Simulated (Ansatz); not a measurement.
CsBr (CsCl type)

```
CELL_PARAMETERS angstrom
      8.77795     0.00000     0.00000
      0.00000     4.38897     0.00000
      0.00000     0.00000     4.38897
ATOMIC_POSITIONS crystal
  Cs 0.00000 0.00000 0.00000
  Cs 0.50000 0.00000 0.00000
  Br 0.25000 0.50000 0.50000
  Br 0.75000 0.50000 0.50000
```

In each cell atom 4 (Br, nearest neighbour Cs at 3.801 Å; its periodic images, 4.4 Å or more away, move with it) moves by s·(0.577, 0.577, 0.577) (along Cartesian [111]), the rest being held.

Level of theory: PBE (plane waves to 420 eV, PAW, scalar-relativistic; Ansatz, a program for electronic structure). k mesh 3×6×6 (Γ-centred), Fermi-Dirac smearing 0.05 eV. The energy includes the smearing's −TS. F⊥ is the part of the force across the line. CsBr was relaxed with its symmetry unable to fall. The zero of ΔE is the undisplaced structure.

```
s (Å)   ΔE (meV/cell)  |F⊥| (eV/Å)
------  -------------  -----------
-0.760            ___        0.263
-0.608            209        0.213
-0.456            ___        0.161
-0.304            ___        0.108
-0.152             10        0.054
0.000               0        0.000
0.152              10        0.054
0.304             ___        0.108
0.456             ___        0.161
0.608             209        0.213
0.760             ___        0.263
```

Question: Some entries are withheld; supply them.

Answer: 
- -0.760, ΔE (meV/cell): 382
- -0.456, ΔE (meV/cell): 103
- -0.304, ΔE (meV/cell): 42
- 0.304, ΔE (meV/cell): 42
- 0.456, ΔE (meV/cell): 103
- 0.760, ΔE (meV/cell): 382

(A displaced cell: forces are minus the slopes of the energy, force constants its curvatures, and phonons follow from these.)
